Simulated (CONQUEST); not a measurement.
# Re (P-1) in CONQUEST: convergence with scf tolerance

Aim: find how far scf tolerance must go before the results for Re settle, at LDA. This setting moves, with any that are tied to it; all else stays.

Everything below comes from runs of CONQUEST 1.3. Logs are shortened: lines on timing, memory, paths and dates and some standing lists are left out, and cuts for length are marked.

## (1) The cell of the first run

The typed cell holds 4 atoms: a = 2.761 Å, b = 4.458 Å, c = 4.782 Å, α = 90.00°, β = 90.00°, γ = 90.00°.

The cell isn't the ideal one: atoms moved at random.

## (2) With scf tolerance 0.01

Input file Conquest_input:

```
IO.Title Re
IO.Coordinates coords.dat
IO.FractionalAtomicCoords T
IO.Iprint 2
IO.Iprint_init 1
General.NumberOfSpecies 1
General.PseudopotentialType hamann
AtomMove.TypeOfRun static
AtomMove.FullStress T
Grid.GridCutoff 120
DM.SolutionMethod diagon
Diag.MPMesh T
Diag.GammaCentred T
Diag.MPMeshX 7
Diag.MPMeshY 5
Diag.MPMeshZ 4
Diag.kT 0.00183747
minE.SCTolerance 0.01
SC.MaxIters 100
IO.AtomChargeOutput T
%block ChemicalSpeciesLabel
1 186.210 Re
%endblock
```

Input file coords.dat:

```
    5.2171558849     0.0000000000     0.0000000000
    0.0000000000     8.4247770088     0.0000000000
    0.0000000000     0.0000000000     9.0363790645
4
  0.0015085000   0.7526830000   0.3315735000 1 T T T
  0.5015085000   0.7526830000   0.8315735000 1 T T T
  0.0010880000   0.2480690000   0.6681930000 1 T T T
  0.5010880000   0.2480690000   0.1681930000 1 T T T
```

Potentials or basis: PseudoDojo NC LDA, SZP, grid cutoff 120 Ha.

Launch:

```console
OMP_NUM_THREADS=1 Conquest
```

What it wrote:

```text
Simulation cell dimensions:     5.2172 a0 x     8.4248 a0 x     9.0364 a0

      Atomic coordinates (a0)
         Atom         X         Y         Z  Species
            1    0.0079    6.3412    2.9962        1
            2    2.6164    6.3412    7.5144        1
            3    0.0057    2.0899    6.0380        1
            4    2.6143    2.0899    1.5199        1

         Monkhorst-Pack mesh:   7 x   5 x   4 gamma-centred
        This calculation includes non-local pseudopotentials,
         with a maximum core radius of      7.58451576

    Job title: Re
    Job to be run: static calculation

    Ground state search:
      Support functions represented with PAO basis
      1:1 PAO to SF mapping
      Non-spin-polarised electrons
      Solving for the K matrix using diagonalisation
      Using Fermi-Dirac smearing

    Integration grid size:     32 x   48 x   48

    Integration grid spacing:  0.163 a0 x 0.176 a0 x 0.188 a0

    Number of species:  1
    --------------------------------------------------------
    |   #  mass (au)  Charge (e)  SF Rad (a0)  NSF  Label  |
    --------------------------------------------------------
    |   1    186.210      15.000        7.907   13  Re     |
    --------------------------------------------------------
          SCF tolerance:                 0.01000000
          SCF iterations:               100

    LibXC version:  6. 2. 2
    Using the LDA functional Slater exchange
    Using the LDA functional Perdew & Wang

           radial cut-off to be used is taken to be max PAO cut-off radius for this species:    7.584516

           greatest ang. mom. for making density from PAOs:  2
    Minimum blocs/proc is     1152. Maximum blocs/proc is     1152
    set_atom_dens: In set_atomic_density, electrons :      60.000000000000
 matrix_size & matrix_size_padH =           52          52

    Screened ion int: energy:    -251.490127079705 Ha

    new_SC_potl: Starting.  Tolerance:  0.10000E-01

    PulayMixSC: Starting Pulay mixing, A_up =  0.500 A_dn =  0.500
    PulayMixSC: Spin non-polarised calculation.
          Harris-Foulkes Energy            :      -347.417487981965849 Ha
          GroundState Energy (E-(1/2)TS)   :      -347.417915814972673 Ha
          Free Energy (E-TS)               :      -347.418343647979498 Ha
          DFT Total Energy                 :      -347.406781277207983 Ha
          Total number of electrons        :        60.000000000000384
    PulayMixSC: Pulay iteration     1 residual:              0.10382E-02
    PulayMixSC: reached SCF residual of  0.10382E-02 after      1 iterations
      | Number of electrons      =        60.000000
      |* band energy as 2Tr[K.H] =       -78.095112773448264 Ha
      |  screened ion-ion energy =      -251.490127079704763 Ha
      |  Ha correction           =        -0.016265518652656 Ha
      |  XC correction           =       -17.832248128812804 Ha
      | GS Energy as E-(1/2)TS   =      -347.417915814972673 Ha
      | Free Energy as E-TS      =      -347.418343647979498 Ha
      |* Harris-Foulkes energy   =      -347.417487981965849 Ha
      |* DFT total energy        =      -347.406781277207983 Ha
      |  estimated accuracy      =        -0.010706704757865 Ha

    force: Forces on atoms (Ha/a0)
    force:  Atom   X              Y              Z
    force:     1  -0.0000776966   0.0007271021   0.0037977065
    force:     2  -0.0000776966   0.0007271021   0.0037977065
    force:     3   0.0000821746  -0.0007376233  -0.0037718736
    force:     4   0.0000821746  -0.0007376233  -0.0037718736

    force: Maximum force :        0.00379771(Ha/a0) on atom         2 in z direction
    force: Force Residual:        0.00385585 Ha/a0
    force: Total stress:         45.00647536     0.00128082     0.09708712 GPa
                             0.00128082    52.60042565    -0.05353796
                             0.09708712    -0.05353796    50.23502804
    force: Average pressure:    -49.28064302 GPa

    force: Finished force
    get_E_and_F: Change in energy during last step of electronic optimisation: -0.34742E+03

    BIBLIOGRAPHY: Please consider citing the following references in the conquest.bib file

    CONQUEST:         Bowler2002pt, Miyazaki2004, Nakata2020
    Basis:            Bowler2019
    DM:               Bowler:2006xr
    Pseudopotentials: Hamann2013, Bowler2019
    XC references from LibXC:
      P. A. M. Dirac.,  Math. Proc. Cambridge Philos. Soc. 26, 376 (1930)
```

It took 23 s on 1 thread of INTEL XEON PLATINUM 8581C at 2.30GHz (Emerald Rapids), shared host; peak memory 0.78 GiB.

What came out:

```
Free energy            : -9453.7347 eV
Pressure               : -49.3 GPa
Largest force          : 0.199 eV/Å
Band gap on the k mesh : none (metal or under the smearing width)
```

## (3) With scf tolerance 0.001

Edit Conquest_input of step 2 so:

```diff
@@ -17,3 +17,3 @@
 Diag.kT 0.00183747
-minE.SCTolerance 0.01
+minE.SCTolerance 0.001
 SC.MaxIters 100
```

coords.dat is that of step 2.

Potentials or basis: PseudoDojo NC LDA, SZP, grid cutoff 120 Ha.

Launch:

```console
OMP_NUM_THREADS=1 Conquest
```

It took 26 s on 1 thread of INTEL XEON PLATINUM 8581C at 2.30GHz (Emerald Rapids), shared host; peak memory 0.78 GiB.

What came out:

- Free energy: -9453.5444 eV
- Pressure: -14.5 GPa
- Largest force: 0.276 eV/Å
- Band gap on the k mesh: none (metal or under the smearing width)

## (4) With scf tolerance 0.0001

Edit Conquest_input of step 3 so:

```diff
@@ -17,3 +17,3 @@
 Diag.kT 0.00183747
-minE.SCTolerance 0.001
+minE.SCTolerance 0.0001
 SC.MaxIters 100
```

coords.dat is that of step 3.

Launch:

```console
OMP_NUM_THREADS=1 Conquest
```

Wall time 31 s (1 thread of INTEL XEON PLATINUM 8581C at 2.30GHz (Emerald Rapids), shared host); peak memory 0.78 GiB.

It converged, with:

| Quantity | Value |
| --- | --- |
| Free energy | -9453.5237 eV |
| Pressure | 3.2 GPa |
| Largest force | 0.165 eV/Å |
| Band gap on the k mesh | none (metal or under the smearing width) |

## (5) With scf tolerance 1e-05

Edit Conquest_input of step 4 so:

```diff
@@ -17,3 +17,3 @@
 Diag.kT 0.00183747
-minE.SCTolerance 0.0001
+minE.SCTolerance 1e-05
 SC.MaxIters 100
```

coords.dat is that of step 4.

Launch:

```console
OMP_NUM_THREADS=1 Conquest
```

Wall time 33 s (1 thread of INTEL XEON PLATINUM 8581C at 2.30GHz (Emerald Rapids), shared host); peak memory 0.78 GiB.

It converged, with:

```yaml
Free_energy: -9453.5236 eV
Pressure: 2.6 GPa
Largest_force: 0.161 eV/Å
Band_gap_on_the_k_mesh: none (metal or under the smearing width)
```

## (6) With scf tolerance 1e-06

Edit Conquest_input of step 5 so:

```diff
@@ -17,3 +17,3 @@
 Diag.kT 0.00183747
-minE.SCTolerance 1e-05
+minE.SCTolerance 1e-06
 SC.MaxIters 100
```

coords.dat is that of step 5.

Potentials or basis: PseudoDojo NC LDA, SZP, grid cutoff 120 Ha.

Launch:

```console
OMP_NUM_THREADS=1 Conquest
```

Run time: 43 s. Hardware: 1 thread of INTEL XEON PLATINUM 8581C at 2.30GHz (Emerald Rapids), shared host; peak memory 0.78 GiB.

Results (log left out):

```yaml
Free_energy: -9453.5236 eV
Pressure: 2.6 GPa
Largest_force: 0.177 eV/Å
Band_gap_on_the_k_mesh: none (metal or under the smearing width)
```

## (7) With scf tolerance 1e-07

Edit Conquest_input of step 6 so:

```diff
@@ -17,3 +17,3 @@
 Diag.kT 0.00183747
-minE.SCTolerance 1e-06
+minE.SCTolerance 1e-07
 SC.MaxIters 100
```

coords.dat is that of step 6.

Launch:

```console
OMP_NUM_THREADS=1 Conquest
```

Run time: 46 s. Hardware: 1 thread of INTEL XEON PLATINUM 8581C at 2.30GHz (Emerald Rapids), shared host; peak memory 0.78 GiB.

The run converged. Its results:

```yaml
Free_energy: -9453.5236 eV
Pressure: 2.6 GPa
Largest_force: 0.176 eV/Å
Band_gap_on_the_k_mesh: none (metal or under the smearing width)
```

## (8) With scf tolerance 1e-08

Edit Conquest_input of step 7 so:

```diff
@@ -17,3 +17,3 @@
 Diag.kT 0.00183747
-minE.SCTolerance 1e-07
+minE.SCTolerance 1e-08
 SC.MaxIters 100
```

coords.dat is that of step 7.

Launch:

```console
OMP_NUM_THREADS=1 Conquest
```

Wall time 50 s (1 thread of INTEL XEON PLATINUM 8581C at 2.30GHz (Emerald Rapids), shared host); peak memory 0.78 GiB.

The run converged. Its results:

```yaml
Free_energy: -9453.5236 eV
Pressure: 2.6 GPa
Largest_force: 0.176 eV/Å
Band_gap_on_the_k_mesh: none (metal or under the smearing width)
```

## (9) With scf tolerance 1e-09

Edit Conquest_input of step 8 so:

```diff
@@ -17,3 +17,3 @@
 Diag.kT 0.00183747
-minE.SCTolerance 1e-08
+minE.SCTolerance 1e-09
 SC.MaxIters 100
```

coords.dat is that of step 8.

Potentials or basis: PseudoDojo NC LDA, SZP, grid cutoff 120 Ha.

Launch:

```console
OMP_NUM_THREADS=1 Conquest
```

Run time: 59 s. Hardware: 1 thread of INTEL XEON PLATINUM 8581C at 2.30GHz (Emerald Rapids), shared host; peak memory 0.76 GiB.

It converged, with:

```
Free energy            : -9453.5236 eV
Pressure               : 2.6 GPa
Largest force          : 0.176 eV/Å
Band gap on the k mesh : none (metal or under the smearing width)
```

## (10) The series at a glance

| scf tolerance | energy less the tightest run, at zero smearing (meV/atom) | pressure (GPa) | largest force (eV/Å) | SCF cycles | CPU time (s) | peak memory (GiB) |
| --- | --- | --- | --- | --- | --- | --- |
| 0.01 | -52.32 | -49.28 | 0.199 | 1 | 23 | 0.78 |
| 0.001 | -5.03 | -14.52 | 0.276 | 2 | 26 | 0.78 |
| 0.0001 | -0.05 | 3.17 | 0.165 | 3 | 31 | 0.78 |
| 1e-05 | 0.00 | 2.65 | 0.161 | 4 | 33 | 0.78 |
| 1e-06 | 0.00 | 2.58 | 0.177 | 7 | 43 | 0.78 |
| 1e-07 | 0.00 | 2.58 | 0.176 | 8 | 46 | 0.78 |
| 1e-08 | 0.00 | 2.58 | 0.176 | 9 | 50 | 0.78 |
| 1e-09 | 0.00 | 2.58 | 0.176 | 11 | 58 | 0.76 |

Against the tightest run, the energy stays within 1 meV/atom from 0.0001 on; the pressure stays within 0.1 GPa from 1e-05 on; the largest force stays within 0.005 eV/Å from 1e-06 on. The tightest run that finished is the yardstick and may itself not be fully converged.

Caveats: the atomic basis is small; the basis of atomic orbitals isn't converged, which shifts pressures, moduli and gaps.
